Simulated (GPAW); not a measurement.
Consider CdS (Hawleyite, F-43m).

```cif
data_structure
_symmetry_space_group_name_H-M 'P 1'
_symmetry_Int_Tables_number 1
_cell_length_a 4.1246
_cell_length_b 4.1246
_cell_length_c 4.1246
_cell_angle_alpha 60.000
_cell_angle_beta 60.000
_cell_angle_gamma 60.000
_cell_volume 49.62
loop_
_atom_site_label
_atom_site_type_symbol
_atom_site_fract_x
_atom_site_fract_y
_atom_site_fract_z
_atom_site_occupancy
Cd1 Cd 0.00000 0.00000 0.00000 1
S2 S 0.75000 0.75000 0.75000 1
```

Absorber: atom 2, with 4 Cd at 2.53 Å (tetrahedral, site symmetry -43m). Method: GPAW, PBE, full core hole (charged cell), 8-atom cell with 5.8 Å between holes, 4×4×4 k points, dipole transitions, Gaussian full width 0.9 eV up to 4 eV, rising linearly to 3.5 eV at 25 eV.

Q: Where do the maxima of the S K edge fall?

Main maxima up to 24 eV above the zero (height): 3.4 eV (2.30), 6.1 eV (1.55), 7.4 eV (1.55) and 14.4 eV (1.41). A K edge sees empty p states on the absorber. The total-energy difference plus the lowest empty eigenvalue puts the zero at 2482.26 eV. One term is added: -16.94 eV, since the hole is spin-paired here and a spin-polarised one costs that much less in the free atom (computed apart). The photon energy is then 2465.32 eV. The functional and the charged cell's background leave an error of a few eV in such absolute values.

The S K spectrum (energy from the lowest empty level; intensity scaled to a mean of 1 over the first 20 eV):

| E (eV) | intensity |
| --- | --- |
| -2.0 | 0.00 |
| -1.4 | 0.00 |
| -0.8 | 0.00 |
| -0.2 | 0.00 |
| 0.4 | 0.03 |
| 1.0 | 0.20 |
| 1.6 | 0.44 |
| 2.2 | 1.06 |
| 2.8 | 1.71 |
| 3.4 | 2.30 |
| 4.0 | 1.76 |
| 4.6 | 1.38 |
| 5.2 | 1.26 |
| 5.8 | 1.48 |
| 6.4 | 1.48 |
| 7.0 | 1.45 |
| 7.6 | 1.51 |
| 8.2 | 1.03 |
| 8.8 | 0.68 |
| 9.4 | 0.59 |
| 10.0 | 0.49 |
| 10.6 | 0.41 |
| 11.2 | 0.47 |
| 11.8 | 0.63 |
| 12.4 | 0.86 |
| 13.0 | 1.11 |
| 13.6 | 1.31 |
| 14.2 | 1.40 |
| 14.8 | 1.38 |
| 15.4 | 1.26 |
| 16.0 | 1.06 |
| 16.6 | 0.88 |
| 17.2 | 0.75 |
| 17.8 | 0.68 |
| 18.4 | 0.66 |
| 19.0 | 0.67 |
| 19.6 | 0.72 |
| 20.2 | 0.78 |
| 20.8 | 0.82 |
| 21.4 | 0.84 |
| 22.0 | 0.87 |
| 22.6 | 0.93 |
| 23.2 | 1.03 |
| 23.8 | 1.14 |
| 24.4 | 1.23 |
| 25.0 | 1.29 |
| 25.6 | 1.30 |
| 26.2 | 1.29 |
| 26.8 | 1.25 |
| 27.4 | 1.19 |
| 28.0 | 1.12 |
| 28.6 | 1.07 |
| 29.2 | 1.05 |
| 29.8 | 1.05 |
| 30.4 | 1.07 |
| 31.0 | 1.08 |
| 31.6 | 1.08 |

The holes are only 5.8 Å apart, so the shape is probably not converged with cell size; no larger cell was run here. The mesh is coarse (0.27 Å⁻¹ between points), so small maxima may be mesh ripples. The structure is a published determination, not relaxed.

[Banner, clock and machine lines of the logs are left out without a mark of their own.]

[Logs are printed without paths, hosts, clocks, repeated set-up lines and the standing remarks that a program may print on its own settings, such as how far it seeks lower states.]

[Hosts, paths, dates, database ids (printed as entryN), source tags and the programs' standing remarks are cut or masked in the printed files.]

[Lists of maxima count a maximum above −3 eV only where it reaches 4 % of the highest in the window and stands out from its surroundings by 2 % of it (1.5 % where it reaches 55 %); shoulders and weaker maxima are passed over, and of the rest the first, up to two pre-edge ones and the few strongest are named.]
